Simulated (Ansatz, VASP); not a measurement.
**TePt in VASP and in Ansatz**

```
CELL_PARAMETERS angstrom
1.93906 1.11952 6.41824
-1.93906 1.11952 6.41824
0.00000 -2.23904 6.41824
ATOMIC_POSITIONS crystal
Te 0.59911 0.59911 0.59911
Te 0.40089 0.40089 0.40089
Pt 0.87214 0.87214 0.87214
Pt 0.12786 0.12786 0.12786
```

Alike in both runs: task single point; functional PBEsol; k mesh 12 × 12 × 12; occupations gaussian, width 0.1 eV; no spin polarisation.

|  | VASP | Ansatz |
| --- | --- | --- |
| version | VASP 6.6.1 | Ansatz 0.2.0 |
| potentials or method | VASP PAW PBE potentials, release 64 (Te, Pt) | scalar-relativistic, plane waves, PAW |
| plane-wave cutoff (eV) | 520 | 420 |
| valence electrons in the cell | 32 | 68 |

|  | VASP | Ansatz | Ansatz less VASP |
| --- | --- | --- | --- |
| gap on the k mesh at the Fermi level (eV) | none | none | - |
| pressure (GPa) | 10.8 | 10.9 | +0.15 |
| largest component of the traceless stress (GPa) | 2.12 | 2.15 | +0.034 |
| rms of the force components (eV/Å) | 0.536 | 0.538 | +0.0021 |

Atom by atom the forces differ by 0.003 eV/Å (rms over components). A gap of «none» marks a metal or a gap that the smearing closes. With one functional, cell and mesh, what is left measures potentials, basis and numerics. The two sets of potentials don't hold the same shells in valence.

Caveats: the PAW data sets were made with another functional, which shifts forces and pressure a little (VASP). Spin-orbit coupling is left out, which matters for the levels of Pt, Te.
